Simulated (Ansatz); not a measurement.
Crystal: AlCo.

```
Co Al
1.0
     2.74212    0.00000    0.00000
     0.00000    2.74212    0.00000
     0.00000    0.00000    2.74212
Co Al
1 1
Direct
  0.50000 0.50000 0.50000
  0.00000 0.00000 0.00000
```

The cell is a database's computed one.

The cell isn't the ideal one: volume scaled by 0.92.

* Program: Ansatz 0.2.0
* Task: relaxation of cell and atoms
* Functional: LDA
* Potentials or basis: JTH PAW
* Cutoff: 1320 eV (not typed: the program's choice for these potentials)
* k mesh: 9 × 9 × 9
* Occupations: fermi-dirac, width 0.1 eV
* Spin: collinear spin, program default start
* Hubbard terms: Co d U = 3.5 eV

At the start: volume 10.31 Å³/atom.

Problem. How do energy, volume and symmetry change on relaxing?

Solution. It ends after 5 steps and the volume is 10.94 Å³/atom (+6.1 %); space group Pm-3m (No. 221, to 0.05 Å); moment 0.00 μB per cell.

Step by step:
```tsv
step	energy change (eV)	largest force (eV/Å)	volume (Å³)
1	0.0000	0.0000	20.62
2	-0.0382	0.0000	21.22
3	-0.0512	0.0000	21.81
4	-0.0513	0.0000	21.87
5	-0.0516	0.0000	21.87
```

Final structure:
```xyz
2
Lattice="2.7966 0.0000 0.0000 0.0000 2.7966 0.0000 0.0000 0.0000 2.7966" Properties=species:S:1:pos:R:3 pbc="T T T"
Co    1.3983    1.3983    1.3983
Al    0.0000    0.0000    0.0000
```

Caveat: the magnetic or orbital state may not be the lowest; the plane-wave basis is chosen anew once the cell has moved, so the energies of steps on either side of that aren't comparable; the U is typed as a test and isn't derived for this compound.
